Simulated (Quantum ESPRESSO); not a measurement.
# Ru under changes of volume

One of the cells (13.575 Å³/atom); the others are scaled copies at fixed shape and fractional positions:

```
Ru
1.0
     2.70580    0.00000    0.00000
    -1.35290    2.34329    0.00000
     0.00000    0.00000    4.28190
Ru
2
Direct
  0.66667 0.33333 0.75000
  0.33333 0.66667 0.25000
```

| Quantity | Value |
| --- | --- |
| Program | Quantum ESPRESSO 7.5 |
| Functional | r2SCAN |
| Potentials or basis | SG15 PBE 1.2 |
| Cutoff | 952 eV |
| Density cutoff | 3810 eV |
| k mesh | 7 × 7 × 4 |
| Occupations | fermi-dirac, width 0.05 eV |
| Spin | no spin polarisation |

```csv
volume (Å³/atom),energy over the lowest point (meV/atom),pressure (GPa)
12.760,38.61,20.1
13.032,12.33,11.3
13.303,0.00,3.5
13.575,?,?
13.846,11.24,-9.5
14.118,32.22,-15.0
14.389,61.93,-19.9
```

Question: What does the run at 13.575 Å³/atom give?

Answer: Energy over the lowest point 0.09 meV/atom; pressure -3.4 GPa.

Worked out: A Birch-Murnaghan fit of order 3 (a polynomial in V^(-2/3)) to the other rows has its minimum at 13.44 Å³/atom with B0 = V·E''(V) = 342 GPa and B' = 4.7 at fixed shape and positions, which overstates the stiffness. It gives 0.11 meV/atom at 13.575 Å³/atom, against the run's 0.09, and -dE/dV = -3.4 GPa, against -3.4.

Energies are extrapolated to zero smearing.

Caveats: all runs use coarse meshes; the potentials were made for another functional, which shifts forces and pressure.
